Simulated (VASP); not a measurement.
# TiO2 (Anatase) (I4_1/amd) in VASP: a series of runs

The runs below take TiO2 (Anatase) through single point, with PBE.

Everything below comes from runs of VASP 6.6.1. Logs are shortened: lines on timing, memory, paths and dates and some standing lists are left out, and cuts for length are marked.

## Step 1: Starting point

The structure is tetragonal, space group I4_1/amd (No. 141). Conventional cell: a = 3.784 Å, b = 3.784 Å, c = 9.515 Å, α = 90.00°, β = 90.00°, γ = 90.00°. Ti (site symmetry -4m2) has 6 O at 1.93 to 1.98 Å as nearest neighbours. O (site symmetry 2mm) has 3 Ti at 1.93 to 1.98 Å as nearest neighbours.

## Step 2: Single point, PBE

Contents of INCAR:

```
PREC = Accurate ; ENCUT = 400
EDIFF = 1E-7 ; ISMEAR = 0
SIGMA = 0.05 ; LREAL = False
LASPH = True ; NELM = 100
ALGO = Normal ; ISIF = 2
LWAVE = False ; LCHARG = False
GGA = PE ; ADDGRID = False
```

Contents of KPOINTS:

```
regular mesh
0
Gamma
  6 6 6
```

Contents of POSCAR:

```
TiO2
1.0
   -1.8921000000      1.8921000000      4.7573000000
    1.8921000000     -1.8921000000      4.7573000000
    1.8921000000      1.8921000000     -4.7573000000
Ti O
2 4
Direct
    0.7500000000      0.2500000000      0.5000000000
    0.0000000000      0.0000000000      0.0000000000
    0.7919000000      0.7919000000      0.0000000000
    0.5419000000      0.0419000000      0.5000000000
    0.9581000000      0.4581000000      0.5000000000
    0.2081000000      0.2081000000      0.0000000000
```

Potentials or basis: VASP PAW PBE potentials, release 64 (Ti, O).

Run with:

```console
$ cat potpaw_PBE.64/Ti/POTCAR potpaw_PBE.64/O/POTCAR > POTCAR
$ mpirun -np 1 vasp_std > vasp.out
```

OUTCAR:

```text
PREC = Accurate
   ENCUT = 400
   EDIFF = 1E-7
   ISMEAR = 0
   LREAL = False
   LASPH = True
   NELM = 100
   ISIF = 2
   GGA = PE

 Found     30 irreducible k-points:

 Following reciprocal coordinates:
            Coordinates               Weight
  0.000000  0.000000  0.000000      1.000000
  0.166667 -0.000000  0.000000      8.000000
  0.333333  0.000000  0.000000      8.000000
  0.500000  0.000000  0.000000      4.000000
  0.166667  0.166667  0.000000      8.000000
  0.333333  0.166667 -0.000000     16.000000
   k-points           NKPTS =     30   k-points in BZ     NKDIM =     30   number of bands    NBANDS=     20
   number of dos      NEDOS =    301   number of ions     NIONS =      6
   total plane-waves  NPLWV =  46656
   dimension x,y,z NGX =    36 NGY =   36 NGZ =   36
   dimension x,y,z NGXF=    72 NGYF=   72 NGZF=   72
   ions per type =               2   4
   NGX,Y,Z   is equivalent  to a cutoff of  10.96, 10.96, 10.96 a.u.
   NGXF,Y,Z  is equivalent  to a cutoff of  21.93, 21.93, 21.93 a.u.
 SYSTEM =  unknown system
   PREC   = accura    normal or accurate (medium, high low for compatibility)
   ISTART =      0    job   : 0-new  1-cont  2-samecut
   ICHARG =      2    charge: 1-file 2-atom 10-const
   ISPIN  =      1    spin polarized calculation?
   LNONCOLLINEAR =      F non collinear calculations
   LSORBIT =      F    spin-orbit coupling
   LASPH  =      T    aspherical Exc in radial PAW
   ENCUT  =  400.0 eV  29.40 Ry    5.42 a.u.   8.90  8.90  8.90*2*pi/ulx,y,z
   NELM   =    100;   NELMIN=  2; NELMDL= -5     # of ELM steps
   EDIFF  = 0.1E-06   stopping-criterion for ELM
   LREAL  =      F    real-space projection
   EDIFFG = 0.1E-05   stopping-criterion for IOM
   NSW    =      0    number of steps for IOM
   IBRION =     -1    ionic relax: 0-MD 1-quasi-New 2-CG
   NFREE  =      0    steps in history (QN), initial steepest desc. (CG)
   ISIF   =      2    stress and relaxation
   ISYM   =      2    0-nonsym 1-usesym 2-fastsym
   POTIM  = 0.5000    time-step for ionic-motion
   TEBEG  =    0.0;   TEEND  =   0.0 temperature during run
   PSTRESS=    0.0 pullay stress
   NELECT =      32.0000    total number of electrons
   NUPDOWN=      -1.0000    fix difference up-down
   EMIN   =  10.00;   EMAX   =-10.00  energy-range for DOS
[... 5 lines left out ...]
     AMIX     =   0.40;   BMIX     =  1.00
     AMIX_MAG =   1.60;   BMIX_MAG =  1.00
  volume/ion in A,a.u.               =      11.35        76.62
  Fermi-wavevector in a.u.,A,eV,Ry     =   1.272590  2.404847 22.034444  1.619486
  Thomas-Fermi vector in A             =   2.405460
   LORBIT       =      0    0 simple, 1 ext, 2 COOP (PROOUT), +10 PAW based schemes
   GGA     = PE    functional components
   LHFCALC =     F    Hartree Fock is set to
   AEXX    =    0.0000 exact exchange contribution
   IVDW    =     0    specifies the selected vdW correction
   LEPSILON=     F    determine dielectric tensor
   LRPA    =     F    only Hartree local field effects (RPA)
 non-spin polarized calculation
 Gauss-broadening in eV      SIGMA  =   0.05
  energy-cutoff  :      400.00
  volume of cell :       68.13
 maximum number of plane-waves:      1252
   NGX = 17   NGY = 17   NGZ = 17

 number of electron      31.9999986 magnetization

 Free energy of the ion-electron system (eV)
  ---------------------------------------------------
  ext. energy  EPLUGINS =         0.00000000
  ---------------------------------------------------
  free energy    TOTEN  =       -52.98980319 eV

  energy without entropy =      -52.98980319  energy(sigma->0) =      -52.98980319

 E-fermi :   0.9033     XC(G=0): -10.5260

 val. band max:        0.6454037618   @ k =   0.5000   0.5000   0.0000
 cond. band min:       2.6393461965   @ k =   0.0000   0.0000   0.0000
 fundamental gap:      1.9939424347
 Fermi energy:         0.9032826817

 k-point     1 :       0.0000    0.0000    0.0000
  band No.  band energies     occupation
      1     -17.0066      2.00000
      2     -15.9631      2.00000
      3     -15.9505      2.00000
      4     -15.4817      2.00000
      5      -3.2821      2.00000
      6      -3.1645      2.00000
[... 12 lines left out ...]
     19       4.4696      0.00000
     20       4.4708      0.00000

 k-point     2 :       0.1667   -0.0000    0.0000
  band No.  band energies     occupation
      1     -16.8786      2.00000
      2     -15.9281      2.00000
      3     -15.8863      2.00000
      4     -15.4736      2.00000
      5      -3.5510      2.00000
      6      -3.2792      2.00000
[... 12 lines left out ...]
     19       3.9462      0.00000
     20       4.1871      0.00000

 k-point     3 :       0.3333    0.0000    0.0000
  band No.  band energies     occupation
      1     -16.6180      2.00000
      2     -15.8024      2.00000
      3     -15.7858      2.00000
      4     -15.4799      2.00000
      5      -3.9593      2.00000
      6      -3.2064      2.00000
[... 12 lines left out ...]
     19       4.0521      0.00000
     20       4.1042      0.00000

 k-point     4 :       0.5000    0.0000    0.0000
  band No.  band energies     occupation
      1     -16.4914      2.00000
      2     -15.7462      2.00000
      3     -15.6356      2.00000
      4     -15.5626      2.00000
      5      -3.7852      2.00000
      6      -3.5759      2.00000
[... 12 lines left out ...]
     19       4.0691      0.00000
     20       4.1523      0.00000

 k-point     5 :       0.1667    0.1667    0.0000
  band No.  band energies     occupation
      1     -16.7138      2.00000
      2     -15.9203      2.00000
      3     -15.8185      2.00000
      4     -15.4815      2.00000
      5      -3.6295      2.00000
      6      -3.4556      2.00000
[... 12 lines left out ...]
     19       3.7926      0.00000
     20       4.1466      0.00000

 k-point     6 :       0.3333    0.1667   -0.0000
  band No.  band energies     occupation
      1     -16.4312      2.00000
      2     -15.8186      2.00000
      3     -15.7110      2.00000
      4     -15.4869      2.00000
      5      -3.9864      2.00000
      6      -3.5029      2.00000
[... 12 lines left out ...]
     19       4.0302      0.00000
     20       4.1622      0.00000

 [... further k-points ...]
[... 5 lines left out ...]
  --------------------------------------------------------------------------------------
  -------------------------------------------------------------------------------------
  Total        1.0813019      1.0813019      1.2711680      0.0000000      0.0000000      0.0000000
  in kB       25.4301465     25.4301465     29.8954328      0.0000000      0.0000000      0.0000000
  external PRESSURE =      26.9185752 kB  Pullay stress =       0.0000000 kB

 VOLUME and BASIS-vectors are now :
 -----------------------------------------------------------------------------
  energy-cutoff  :      400.00
  volume of cell :       68.13
      direct lattice vectors                 reciprocal lattice vectors
    -1.892100000  1.892100000  4.757300000     0.000000000  0.264256646  0.105101633
     1.892100000 -1.892100000  4.757300000     0.264256646  0.000000000  0.105101633
     1.892100000  1.892100000 -4.757300000     0.264256646  0.264256646  0.000000000

 POSITION                                       TOTAL-FORCE (eV/Angst)
 -----------------------------------------------------------------------------------
      0.00000      1.89210      2.37865         0.000000      0.000000      0.000000
      0.00000      0.00000      0.00000         0.000000      0.000000      0.000000
      0.00000      0.00000      7.53461        -0.000000      0.000000     -0.163059
      0.00000      1.89210      0.39866         0.000000     -0.000000     -0.163059
      0.00000      1.89210      4.35864         0.000000     -0.000000      0.163059
      0.00000      0.00000      1.97999        -0.000000      0.000000      0.163059
 -----------------------------------------------------------------------------------
    total drift:                               -0.000000     -0.000000     -0.000000

  FREE ENERGIE OF THE ION-ELECTRON SYSTEM (eV)
  ---------------------------------------------------
  free  energy   TOTEN  =       -52.9898031945 eV

  energy  without entropy=      -52.9898031945  energy(sigma->0) =      -52.98980319
```

Wall time 39 s (1 thread of Intel Xeon Platinum 8488C (Sapphire Rapids), shared host); peak memory 0.2 GiB.

The run converged, but some of its settings lie outside the range that counts as converged, so its numbers aren't taken as properties of the crystal.

What came out:

- Free energy: -52.9898 eV
- Largest force: 0.163 eV/Å
- Band gap on the k mesh: 1.99 eV, indirect (least direct gap 2.28 eV)

Caveat: the cutoff is under 1.25 times the usual one of these potentials, so pressure, stress and relaxed cells hold a basis-set (Pulay) error.

## Step 3: Single point, PBE

Changes to INCAR since step 2:

```diff
@@ -1,2 +1,2 @@
-PREC = Accurate ; ENCUT = 400
+PREC = Accurate ; ENCUT = 460
 EDIFF = 1E-7 ; ISMEAR = 0
```

KPOINTS is that of step 2.

POSCAR is that of step 2.

Potentials or basis: VASP PAW PBE potentials, release 64 (Ti, O).

Run with:

```console
$ cat potpaw_PBE.64/Ti/POTCAR potpaw_PBE.64/O/POTCAR > POTCAR
$ mpirun -np 1 vasp_std > vasp.out
```

Run time: 56 s. Hardware: 1 thread of Intel Xeon Platinum 8488C (Sapphire Rapids), shared host; peak memory 0.24 GiB.

These settings aren't checked as converged: the numbers below hold their error.

Results:

```yaml
Free_energy: -52.9286 eV
Pressure: 7.6 GPa
Largest_force: 0.166 eV/Å
Band_gap_on_the_k_mesh: 1.99 eV, indirect (least direct gap 2.27 eV)
```

Caveat: the cutoff is under 1.25 times the usual one of these potentials, so pressure, stress and relaxed cells hold a basis-set (Pulay) error.
